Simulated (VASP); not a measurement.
# Ta: convergence, equation of state

Ta, Im-3m (no. 229), 1 atom in the cell. RPBE; PAW potentials Ta (PBE set). VASP 6.6.1.

Wanted: equilibrium volume within 2.5 %; bulk modulus within 12.5 %.

What the run is for: choice of potentials; Accuracy asked: screening; Volumes (times the given one): 0.91, 0.94, 0.97, 1, 1.03, 1.06, 1.09.

## Potentials and cutoff

| Potentials and cutoff | Equilibrium volume (Å³/atom) | Bulk modulus (GPa) | Time (s) |
|---|---|---|---|
| Ta_sv_GW, ENCUT 460 | 18.56 | 198.6 | 158 |
| Ta_pv, ENCUT 450 | 18.59 | 198.5 | 88 |
| Ta, ENCUT 450 | 18.39 | 202.8 | 57 |

Chosen: Ta, ENCUT 450, the fastest of those that stay within the tolerance.

## All choices together

| Input | Equilibrium volume (Å³/atom) | Bulk modulus (GPa) | Time (s) |
|---|---|---|---|
| chosen settings | 18.39 | 202.8 | 57 |
| reference settings throughout | 18.56 | 198.6 | 158 |

The tolerance is met.

## The input

INCAR:
```
GGA = RP ; ISMEAR = 1
SIGMA = 0.1 ; LWAVE = F
LCHARG = F ; ISIF = 2
NSW = 0 ; ENCUT = 450
PREC = Accurate ; LASPH = T
LREAL = F ; ALGO = Normal
EDIFF = 1E-7 ; NELM = 120
GGA_COMPAT = F
```

KPOINTS:
```
k-points
0
Gamma
  14 14 14
```

POSCAR.step1:
```
Ta
1.0
   -1.6001763655      1.6001763655      1.6001763655
    1.6001763655     -1.6001763655      1.6001763655
    1.6001763655      1.6001763655     -1.6001763655
Ta
1
Direct
    0.0000000000      0.0000000000      0.0000000000
```

POSCAR.step2:
```
Ta
1.0
   -1.6175709496      1.6175709496      1.6175709496
    1.6175709496     -1.6175709496      1.6175709496
    1.6175709496      1.6175709496     -1.6175709496
Ta
1
Direct
    0.0000000000      0.0000000000      0.0000000000
```

POSCAR.step3:
```
Ta
1.0
   -1.6345992636      1.6345992636      1.6345992636
    1.6345992636     -1.6345992636      1.6345992636
    1.6345992636      1.6345992636     -1.6345992636
Ta
1
Direct
    0.0000000000      0.0000000000      0.0000000000
```

POSCAR.step4:
```
Ta
1.0
   -1.6512800000      1.6512800000      1.6512800000
    1.6512800000     -1.6512800000      1.6512800000
    1.6512800000      1.6512800000     -1.6512800000
Ta
1
Direct
    0.0000000000      0.0000000000      0.0000000000
```

POSCAR.step5:
```
Ta
1.0
   -1.6676303703      1.6676303703      1.6676303703
    1.6676303703     -1.6676303703      1.6676303703
    1.6676303703      1.6676303703     -1.6676303703
Ta
1
Direct
    0.0000000000      0.0000000000      0.0000000000
```

POSCAR.step6:
```
Ta
1.0
   -1.6836662614      1.6836662614      1.6836662614
    1.6836662614     -1.6836662614      1.6836662614
    1.6836662614      1.6836662614     -1.6836662614
Ta
1
Direct
    0.0000000000      0.0000000000      0.0000000000
```

POSCAR.step7:
```
Ta
1.0
   -1.6994023722      1.6994023722      1.6994023722
    1.6994023722     -1.6994023722      1.6994023722
    1.6994023722      1.6994023722     -1.6994023722
Ta
1
Direct
    0.0000000000      0.0000000000      0.0000000000
```

Commands (each step's output is kept before the next begins):
```
cat potpaw_PBE.64/Ta/POTCAR > POTCAR
cp POSCAR.step1 POSCAR
mpirun -np 1 vasp_std > vasp.out
cp POSCAR.step2 POSCAR
mpirun -np 1 vasp_std > vasp.out
cp POSCAR.step3 POSCAR
mpirun -np 1 vasp_std > vasp.out
cp POSCAR.step4 POSCAR
mpirun -np 1 vasp_std > vasp.out
cp POSCAR.step5 POSCAR
mpirun -np 1 vasp_std > vasp.out
cp POSCAR.step6 POSCAR
mpirun -np 1 vasp_std > vasp.out
cp POSCAR.step7 POSCAR
mpirun -np 1 vasp_std > vasp.out
```

Limits: Total energies under different potentials can't be compared; the cell and the gap can.

The chosen input took VASP 6.6.1 57 s on 1 core (Intel Xeon Platinum 8259CL @ 2.50GHz (Skylake/Cascade Lake)), a shared host.
